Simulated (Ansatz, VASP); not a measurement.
# SiNi in two plane-wave programs, part 2 of 2

Wanted: the spread between two codes on one cell, functional and k mesh. The two relaxations start from unlike cells of this crystal (the structure described is Ansatz's start), so only their ends are compared.

VASP 6.6.1 and Ansatz 0.2.0.

So far: Starting point; Ansatz: relaxation of cell and atoms, BLYP.

## 3. VASP: relaxation of cell and atoms, BLYP

Level of this step: BLYP, no spin polarisation; plane waves and PAW (Si, Ni) (VASP).

Its own start cell and the same functional (in two slightly different forms), mesh and smearing now go to VASP, with its own data sets.

Lines of VASP's logs that name or quote its potential files are left out, and so is its time.

Input file INCAR:

```
SYSTEM = SiNi
PREC = Accurate
ENCUT = 600
EDIFF = 1E-07
NELM = 120
ISMEAR = 1
SIGMA = 0.25
LREAL = .FALSE.
ALGO = Normal
GGA = B5
ALDAX = 1
AGGAX = 1
AGGAC = 1
ALDAC = 0
NBANDS = 36
LASPH = .TRUE.
LORBIT = 11
LWAVE = .FALSE.
LCHARG = .FALSE.
ISIF = 3
IBRION = 2
NSW = 80
EDIFFG = -0.005
GGA_COMPAT = .FALSE.
NELMIN = 4
KPAR = 2
```

Input file POSCAR:

```
SiNi
1.0
    4.6087885110      0.0000000000      0.0000000000
    0.0000000000      4.6087885110      0.0000000000
    0.0000000000      0.0000000000      4.6087885110
Si Ni
4 4
Direct
    0.6551437342      0.1551437342      0.3448562658
    0.1551437342      0.3448562658      0.6551437342
    0.3448562658      0.6551437342      0.1551437342
    0.8448562658      0.8448562658      0.8448562658
    0.3526459182      0.8526459182      0.6473540818
    0.8526459182      0.6473540818      0.3526459182
    0.6473540818      0.3526459182      0.8526459182
    0.1473540818      0.1473540818      0.1473540818
```

Input file KPOINTS:

```
Automatic mesh
0
Gamma
10 10 10
0 0 0
```

Potentials, in the order of the species: Si and Ni (PBE family, release 64).

Command:

```console
mpirun -np 2 vasp_std
```

Numbers of over 12 decimals in the logs are rounded to 6 here.

What it wrote:

```text
[banner, memory and clock lines left out]
running    2 mpi-ranks, on    1 nodes
 distrk:  each k-point on    1 cores,    2 groups
 distr:  one band on    1 cores,    1 groups

 POSCAR found type information on POSCAR SiNi
 POSCAR found :  2 types and       8 ions
|                                                                             |
|               ----> ADVICE to this user running VASP <----                  |
|                                                                             |
|     You enforced a specific xc type in the INCAR file but a different       |
|     [... a line on the potential file left out ...]
|     I HOPE YOU KNOW WHAT YOU ARE DOING!                                     |
|                                                                             |

 LDA part: xc-table for (Slater(with rela. corr.)+VWN5), standard interpolation
 POSCAR, INCAR and KPOINTS ok, starting setup
 FFT: planning ... GRIDC
 FFT: planning ... GRID_SOFT
 FFT: planning ... GRID
 WAVECAR not read
 entering main loop
       N       E                     dE             d eps       ncg     rms          rms(c)
DAV:   1     0.393200958564E+03    0.39320E+03   -0.26724E+04  5472   0.203E+03
DAV:   2    -0.104498175352E+02   -0.40365E+03   -0.39137E+03  5472   0.401E+02
DAV:   3    -0.416081036496E+02   -0.31158E+02   -0.29926E+02  5996   0.132E+02
DAV:   4    -0.428876865601E+02   -0.12796E+01   -0.12645E+01  6836   0.234E+01
DAV:   5    -0.429322723479E+02   -0.44586E-01   -0.44536E-01  6744   0.425E+00    0.226E+01
DAV:   6    -0.493982817512E+02   -0.64660E+01   -0.10635E+02  6568   0.143E+02    0.300E+01
DAV:   7    -0.381612353133E+02    0.11237E+02   -0.35129E+01  6388   0.955E+01    0.460E+00
DAV:   8    -0.383763189694E+02   -0.21508E+00   -0.48874E+00  8276   0.148E+01    0.321E+00
DAV:   9    -0.382945875592E+02    0.81731E-01   -0.34926E-01  6780   0.796E+00    0.595E-01
DAV:  10    -0.382949091435E+02   -0.32158E-03   -0.18498E-02  6048   0.106E+00    0.318E-01
DAV:  11    -0.382944315265E+02    0.47762E-03   -0.37177E-03  8928   0.748E-01    0.815E-02
DAV:  12    -0.382943806773E+02    0.50849E-04   -0.26703E-04  6072   0.104E-01    0.492E-02
DAV:  13    -0.382943454950E+02    0.35182E-04   -0.69385E-05  8560   0.748E-02    0.180E-02
DAV:  14    -0.382943471291E+02   -0.16340E-05   -0.94868E-06  6088   0.215E-02    0.990E-03
DAV:  15    -0.382943454712E+02    0.16578E-05   -0.35169E-06  8420   0.152E-02    0.459E-03
DAV:  16    -0.382943456353E+02   -0.16407E-06   -0.56867E-07  6236   0.926E-03    0.921E-04
DAV:  17    -0.382943456952E+02   -0.59887E-07   -0.10439E-07  3272   0.196E-03
   1 F= -.38294346E+02 E0= -.38297405E+02  d E =-.382943E+02
 curvature:   0.00 expect dE= 0.000E+00 dE for cont linesearch  0.000E+00
 trial: gam= 0.00000 g(F)=  0.170E-05 g(S)=  0.411E-04 ort = 0.000E+00 (trialstep = 0.100E+01)
 search vector abs. value=  0.428E-04
 bond charge predicted
       N       E                     dE             d eps       ncg     rms          rms(c)
DAV:   1    -0.382950950191E+02   -0.74938E-03   -0.78636E-03  5916   0.113E+00    0.247E-01
DAV:   2    -0.382958620684E+02   -0.76705E-03   -0.13277E-02  6044   0.172E+00    0.306E-01
DAV:   3    -0.382943681870E+02    0.14939E-02   -0.51639E-03  5992   0.111E+00    0.377E-02
DAV:   4    -0.382943671947E+02    0.99233E-06   -0.27434E-04  5744   0.777E-02    0.233E-02
DAV:   5    -0.382943573120E+02    0.98827E-05   -0.19046E-05  7248   0.568E-02    0.868E-03
DAV:   6    -0.382943564417E+02    0.87033E-06   -0.34957E-06  8276   0.129E-02    0.363E-03
DAV:   7    -0.382943563421E+02    0.99568E-07   -0.37828E-07  4348   0.791E-03
   2 F= -.38294356E+02 E0= -.38297431E+02  d E =-.106469E-04
 trial-energy change:   -0.000011  1 .order   -0.000008   -0.000043    0.000027
 step:   0.6658(harm=  0.6117)  dis= 0.00004  next Energy=   -38.294361 (dE=-0.151E-04)
 reached required accuracy - stopping structural energy minimisation
```

From OUTCAR (step 3):

```text
ion  position               nearest neighbor table
   1  0.655  0.155  0.345-   5 2.41   6 2.44   7 2.44   8 2.44   7 2.51   6 2.51   8 2.51   2 2.85
                             4 2.85   3 2.85   3 2.85   2 2.85   4 2.85
   2  0.155  0.345  0.655-   6 2.41   5 2.44   7 2.44   8 2.44   5 2.51   8 2.51   7 2.51   1 2.85
                             3 2.85   3 2.85   4 2.85   1 2.85   4 2.85
   3  0.345  0.655  0.155-   7 2.41   6 2.44   5 2.44   8 2.44   6 2.51   5 2.51   8 2.51   1 2.85
                             2 2.85   2 2.85   1 2.85   4 2.85   4 2.85
   4  0.845  0.845  0.845-   8 2.41   6 2.44   7 2.44   5 2.44   7 2.51   6 2.51   5 2.51   2 2.85
                             3 2.85   1 2.85   1 2.85   2 2.85   3 2.85
   5  0.353  0.853  0.647-   1 2.41   2 2.44   3 2.44   4 2.44   3 2.51   2 2.51   4 2.51   8 2.84
                             6 2.84   8 2.84   6 2.84   7 2.84   7 2.84
   6  0.853  0.647  0.353-   2 2.41   1 2.44   3 2.44   4 2.44   1 2.51   4 2.51   3 2.51   5 2.84
                             7 2.84   7 2.84   5 2.84   8 2.84   8 2.84
   7  0.647  0.353  0.853-   3 2.41   2 2.44   1 2.44   4 2.44   2 2.51   1 2.51   4 2.51   6 2.84
                             6 2.84   8 2.84   8 2.84   5 2.84   5 2.84
   8  0.147  0.147  0.147-   4 2.41   2 2.44   3 2.44   1 2.44   3 2.51   2 2.51   1 2.51   5 2.84
                             7 2.84   5 2.84   7 2.84   6 2.84   6 2.84

  LATTYP: Found a simple cubic cell.
 ALAT       =     4.6087885110

 Subroutine GETGRP returns: Found 12 space group operations
 (whereof  3 operations were pure point group operations)

The static configuration has the point symmetry C_3 .
 The point group associated with its full space group is T   .

 Found     76 irreducible k-points:

   k-points           NKPTS =     76   k-points in BZ     NKDIM =     76   number of bands    NBANDS=     36

   dimension x,y,z NGX =    40 NGY =   40 NGZ =   40
   dimension x,y,z NGXF=    80 NGYF=   80 NGZF=   80

   ENCUT  =  600.0 eV  44.10 Ry    6.64 a.u.   9.20  9.20  9.20*2*pi/ulx,y,z

   NELECT =      56.0000    total number of electrons

 k-points in reciprocal lattice and weights: Automatic mesh
   0.00000000  0.00000000  0.00000000       0.001
   0.10000000  0.00000000  0.00000000       0.006
   0.20000000  0.00000000  0.00000000       0.006
   0.30000000  0.00000000  0.00000000       0.006
   0.40000000  0.00000000  0.00000000       0.006
   0.50000000  0.00000000  0.00000000       0.003
   0.10000000  0.10000000  0.00000000       0.012
   0.20000000  0.10000000  0.00000000       0.012
  -0.10000000  0.20000000  0.00000000       0.012
[...]
0.50000000  0.50000000  0.40000000       0.006
   0.50000000  0.50000000  0.50000000       0.001

 average (electrostatic) potential at core
       1 -79.5188       2 -79.5188       3 -79.5188       4 -79.5188       5 -80.8752
       6 -80.8752       7 -80.8752       8 -80.8752

 E-fermi :  11.2202

 k-point     1 :       0.0000    0.0000    0.0000
  band No.  band energies     occupation
    ...
     23       9.2557      2.00000
     24       9.2557      2.00000
     25       9.8348      2.00000
     26       9.8348      2.00000
     27       9.8348      2.00000
     28      12.0697     -0.00002
     29      12.0697     -0.00002
     30      12.0697     -0.00002
     31      12.6708     -0.00000
     32      12.6708     -0.00000
    ...

 k-point     2 :       0.1000    0.0000    0.0000
  band No.  band energies     occupation
    ...
     23       9.2612      2.00000
     24       9.3204      2.00000
     25       9.7313      2.00000
     26       9.8127      2.00000
     27      10.0509      2.00000
     28      11.6288     -0.04297
     29      11.8281     -0.00313
     30      12.2222     -0.00000
     31      12.3086     -0.00000
     32      12.8394     -0.00000
    ...

 k-point     3 :       0.2000    0.0000    0.0000
  band No.  band energies     occupation
    ...
     24       9.3737      2.00000
     25       9.6895      2.00000
     26       9.7475      2.00000
     27      10.4887      2.00028
     28      11.2800      0.60790
     29      11.4650     -0.04560
     30      11.7721     -0.00773
     31      11.9955     -0.00010
     32      13.0893     -0.00000
     33      13.6057     -0.00000
    ...

  Total       -0.0339023     -0.0339023     -0.0339023      0.0000000      0.0000000      0.0000000
  in kB       -0.5543769     -0.5543769     -0.5543769      0.0000000      0.0000000      0.0000000
  external PRESSURE =      -0.5543769 kB  Pullay stress =       0.0000000 kB

  energy-cutoff  :      600.00
  volume of cell :       97.98
      direct lattice vectors                 reciprocal lattice vectors
     4.610113035  0.000000000  0.000000000     0.216914421  0.000000000  0.000000000
     0.000000000  4.610113035 -0.000000000    -0.000000000  0.216914421  0.000000000
     0.000000000 -0.000000000  4.610113035    -0.000000000  0.000000000  0.216914421

 POSITION                                       TOTAL-FORCE (eV/Angst)
 -----------------------------------------------------------------------------------
      3.02034      0.71528      1.58977         0.001271      0.001271     -0.001271
      0.71528      1.58977      3.02034         0.001271     -0.001271      0.001271
      1.58977      3.02034      0.71528        -0.001271      0.001271      0.001271
      3.89483      3.89483      3.89483        -0.001271     -0.001271     -0.001271
      1.62580      3.93086      2.98431         0.001657      0.001657     -0.001657
      3.93086      2.98431      1.62580         0.001657     -0.001657      0.001657
      2.98431      1.62580      3.93086        -0.001657      0.001657      0.001657
      0.67926      0.67926      0.67926        -0.001657     -0.001657     -0.001657
 -----------------------------------------------------------------------------------
    total drift:                                0.000000     -0.000000      0.000000

  FREE ENERGIE OF THE ION-ELECTRON SYSTEM (eV)
  ---------------------------------------------------
  free  energy   TOTEN  =       -38.2943563421 eV

  energy  without entropy=      -38.3035794375  energy(sigma->0) =      -38.29743071

 reached required accuracy - stopping structural energy minimisation

 total charge
# of ion       s       p       d       tot
------------------------------------------
    1        0.767   0.808   0.000   1.575
    2        0.767   0.808   0.000   1.575
    3        0.767   0.808   0.000   1.575
    4        0.767   0.808   0.000   1.575
    5        0.428   0.521   8.505   9.454
    6        0.428   0.521   8.505   9.454
    7        0.428   0.521   8.505   9.454
    8        0.428   0.521   8.505   9.454
--------------------------------------------------
tot          4.781   5.317  34.019  44.117

[... 3 further parts left out ...]
```

CONTCAR:

```
SiNi
   1.00000000000000
     4.6101130353296114    0.0000000000000000    0.0000000000000000
     0.0000000000000000    4.6101130353296114   -0.0000000000000000
     0.0000000000000000   -0.0000000000000000    4.6101130353296114
  Si              Ni
     4     4
Direct
     0.6551555828725381    0.1551555828725381    0.3448444171274619
     0.1551555828725381    0.3448444171274619    0.6551555828725381
     0.3448444171274619    0.6551555828725381    0.1551555828725381
     0.8448444171274619    0.8448444171274619    0.8448444171274619
     0.3526593808019577    0.8526593808019578    0.6473406191980422
     0.8526593808019578    0.6473406191980422    0.3526593808019577
     0.6473406191980422    0.3526593808019577    0.8526593808019578
     0.1473406191980422    0.1473406191980422    0.1473406191980422
```

This run has no spin polarisation, so a moment on Ni, if there is one, isn't seen.

## 4. Side by side

Known differences besides the potentials themselves: the data sets hold 88 valence electrons in Ansatz (on its default PAW (the set named soft_2) files) and 56 in VASP; the cutoff is 420 eV in Ansatz and 600 eV in VASP; Ansatz makes its cores anew for this functional, VASP keeps those of its PBE data sets; VASP's log shows a relativistic correction to its local exchange, Ansatz's none; Ansatz adds a Pulay correction to the stress that steers its cell, VASP none. Total energies have different zeros and are not compared.

Compared:

```csv
quantity,Ansatz,VASP,difference
volume (Å³),97.61,97.98,-0.37 %
"edge a after relaxation, in the typed setting (Å)",4.604,4.610,-0.12 %
```

## 5. What came out

```
difference in volume (relaxation of cell and atoms, BLYP) : -0.37 %
```

In words: The difference in volume is -0.37 % (relaxation of cell and atoms, BLYP), within the 1.2 % picked in this series as the mark of a large difference, as far as the stopping tolerances let one tell. The data sets hold unlike numbers of valence electrons (88 in Ansatz and 56 in VASP), so part of the differences comes from the potentials. 1 further run of this series is not shown here. Such differences can come from data sets, numerical settings and the points named under the comparisons, not from the functional's error against experiment.

[Lines on the potential files, build, host, timing and source positions are cut from VASP's logs without a mark.]

[Logs are printed without paths, hosts, clocks, repeated set-up lines and the standing remarks that a program may print on its own settings, such as how far it seeks lower states.]

[Hosts, paths, dates, database ids (printed as entryN), source tags and the programs' standing remarks are cut or masked in the printed files.]
